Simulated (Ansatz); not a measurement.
Wanted: the native input for an Ansatz 0.2.0 run.

```yaml
Task: single point
Functional: PBE
Potentials_or_basis: Ansatz PAW
Cutoff: "420 eV (not typed: the program's choice for these potentials)"
k_mesh: 13 × 13 × 13
Occupations: fermi-dirac, width 0.05 eV
Spin: collinear spin, ferromagnetic start
Starting_moments: "[3.0] μB"
```

Fe:

```
Fe
1.0
    -1.48153    1.43424    1.45901
     1.46753   -1.43096    1.44173
     1.45354    1.40297   -1.45574
Fe
1
Direct
  0.98721 0.99305 0.98531
```

The cell isn't the ideal one: cell strained at random at fixed volume.

The input as run:

input.yaml

```yaml
crystal:
  lattice:
    - [-1.481533, 1.434238, 1.459009]
    - [1.467527, -1.430964, 1.441729]
    - [1.453538, 1.402968, -1.455735]
  atoms:
    - { symbol: Fe, position: [-0.012786, -0.006947, -0.014685], spin: 3.0 }
hamiltonian:
  xc: pbe
  pseudopotentials: { kind: paw }
magnetization:
  spin_polarized: true
kpoints:
  mp_grid: { grid: [13, 13, 13] }
scf:
  occupations: { method: fermi_dirac, width: 0.05 }
output:
  forces: true
  stress: true
  eigenvalues: true
```

Potentials or basis: Ansatz PAW.

Run with:

```sh
$ ansatz run input.yaml --threads 1 --pin off --max-ram 2560MiB --backend cpu --events-out ev --progress --plain --runs-dir out
```

Results of the run:

| Property | Result |
| --- | --- |
| Pressure | -9.3 GPa |
| Band gap on the k mesh | none (metal or under the smearing width) |
| Net moment | 2.25 μB per cell |
| Absolute moment | 2.39 μB per cell |
| Site moments | Fe +2.31 μB |

It took 40 s on 1 thread of Intel(R) Xeon(R) Platinum 8259CL CPU @ 2.50GHz (Skylake/Cascade Lake) (shared host), peak memory 0.67 GiB.
